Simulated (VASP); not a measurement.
A run of VASP 6.6.1:

INCAR

```
SYSTEM = Zr
PREC     = Accurate       ! precision mode
ENCUT    = 600            ! plane-wave cutoff, eV
EDIFF    = 1E-6           ! SCF threshold, eV
ISMEAR   = 1              ! smearing method
SIGMA    = 0.1            ! smearing width, eV
LREAL    = .FALSE.        ! projectors in reciprocal space
LASPH    = .TRUE.         ! aspherical terms in the spheres
NELM     = 80             ! most SCF steps
ALGO     = Normal         ! electronic algorithm
ISIF     = 3              ! what is computed and relaxed
LWAVE    = .FALSE.        ! write WAVECAR
LCHARG   = .FALSE.        ! write CHGCAR
METAGGA  = R2SCAN         ! meta-GGA
LMIXTAU  = .TRUE.       
IBRION   = 2              ! ionic algorithm
NSW      = 90             ! ionic steps
EDIFFG   = -0.01          ! ionic threshold
```

Contents of KPOINTS:

```
regular mesh
0
G
  15 15 7
  0 0 0
```

The input POSCAR:

```
Zr
1.0
    3.2320000000      0.0000000000      0.0000000000
   -1.6160000000      2.7989941050      0.0000000000
    0.0000000000      0.0000000000      5.1470000000
Zr
2
Direct
    0.3333333333      0.6666666667      0.2500000000
    0.6666666667      0.3333333333      0.7500000000
```

Potentials or basis: VASP PAW PBE potentials, release 64 (Zr_sv).

Run with:

```bash
$ cat potpaw_PBE.64/Zr_sv/POTCAR > POTCAR
$ mpirun -np 1 vasp_std > vasp.out
```

Hardware: 1 thread of Intel(R) Xeon(R) Platinum 8559C (Emerald Rapids), with other jobs on the host.

Q: Estimate the wall time of this run.

A: It took 14 min on 1 thread of Intel(R) Xeon(R) Platinum 8559C (Emerald Rapids) (shared host), peak memory 0.25 GiB. Counts: scf iterations 56, k points 108, ion steps 5.
